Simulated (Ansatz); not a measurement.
**An elastic constant from a strain scan in Al3Ni2**

Computed with Ansatz, DFT PBEsol, scalar-relativistic, plane waves, PAW. Cutoff 420 eV, Γ-centred 12×12×10 k-points, Gaussian smearing of 0.15 eV. No spin polarisation. A magnetic state may lie lower. Energies are free energies at this smearing, counted from the undisturbed cell; pressure is positive in compression.

The starting cell (relaxed at this level):

```
Al Ni
1.0
     4.00314    0.00000    0.00000
    -2.00157    3.46682    0.00000
     0.00000    0.00000    4.85946
Al Ni
3 2
Direct
  0.00000 0.00000 0.00000
  0.33333 0.66667 0.64778
  0.66667 0.33333 0.35222
  0.33333 0.66667 0.14557
  0.66667 0.33333 0.85443
```

The cell is strained by ε times the Voigt pattern (1, 1, 0, 0, 0, 0) (xx, yy, zz, yz, xz, xy; engineering shear) with fractional coordinates fixed. The cell holds 5 atoms in V0 = 67.44 Å³. The stress column is τ = (1/V0) dE/dε, got from the stress tensor σ (compression positive) at each point as −det(1 + εP) σ : P(1 + εP)⁻¹, with P the pattern as a tensor.

```csv
ε,ΔE (meV/atom),τ (GPa)
-0.1000,390.980,-106.275
-0.0750,204.415,-71.905
-0.0500,84.417,-43.034
-0.0250,19.655,-19.317
0.0000,0.000,-0.028
0.0250,17.101,15.767
0.0500,64.362,28.681
0.0750,135.983,38.962
0.0875,179.264,43.196
0.1000,?,?
```

Problem. Which combination of elastic constants does this scan measure, and how large is it?

Solution. For small ε, τ = τ0 + Kε with K = pᵀCp, which for this pattern is C11 + C22 + 2 C12 in the Cartesian frame shown. The parabola through τ at ε = -0.0250, 0 and 0.0250 has slope K = 702 GPa at zero. The energies per cell, E = NΔE, of the same two points give K = 2[E(ε₊)/ε₊ − E(ε₋)/ε₋]/[(ε₊ − ε₋)V0] = 699 GPa, in agreement. These are clamped-ion values.

Problem. Predict the withheld row at ε = 0.1000 from the harmonic law, and compare.

Solution. ΔE = V0(τ0 ε + Kε²/2)/N = 295.117 meV/atom and τ = 70.14 GPa. The calculation gives 226.696 meV/atom and 46.86 GPa: the energy lies 23 % below the harmonic value, as bonds soften when stretched.

Forces appear on the atoms along this scan, and letting them relax would lower the energy and soften the response. In a metal these slopes depend on the k mesh and the smearing.